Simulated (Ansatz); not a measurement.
# NaF (Villiaumite) under changes of volume

One of the cells (12.487 Å³/atom); the others are scaled copies at fixed shape and fractional positions:

```
Na F
1.0
     0.00000    2.32000    2.32000
     2.32000    0.00000    2.32000
     2.32000    2.32000    0.00000
Na F
1 1
Cartesian
  0.0000 0.0000 0.0000
  2.3200 2.3200 2.3200
```

- Program: Ansatz 0.2.0
- Functional: PBE
- Potentials or basis: all-electron LAPW, scalar-relativistic
- Cutoff: 283 eV (chosen from the basis error)
- Basis error allowed: 0.0005 eV/atom
- k mesh: 10 × 10 × 10
- Occupations: fermi-dirac, width 0.05 eV
- Spin: no spin polarisation

```tsv
volume (Å³/atom)	energy over the lowest point (meV/atom)	pressure (GPa)	gap on the mesh (eV)
11.738	20.46	5.7	6.64
11.988	12.63	4.3	6.51
12.237	6.88	3.1	6.40
12.487	2.97	1.9	6.29
12.737	?	?	?
12.987	0.00	0.0	6.08
13.236	0.61	-0.8	5.99
```

What does the run at 12.737 Å³/atom give?

Energy over the lowest point 0.74 meV/atom; pressure 0.9 GPa; gap on the mesh 6.18 eV.

Worked out: A Birch-Murnaghan fit of order 3 (a polynomial in V^(-2/3)) to the other rows has its minimum at 12.99 Å³/atom with B0 = V·E''(V) = 45 GPa and B' = 4.5. It gives 0.73 meV/atom at 12.737 Å³/atom, against the run's 0.74, and -dE/dV = 0.9 GPa, against 0.9. A straight line through the other rows of the gap, of slope -5.39 eV per unit of ln V (its deformation potential), gives 6.19 eV, against the run's 6.18.

Energies are extrapolated to zero smearing.

A mesh can miss the band edges.
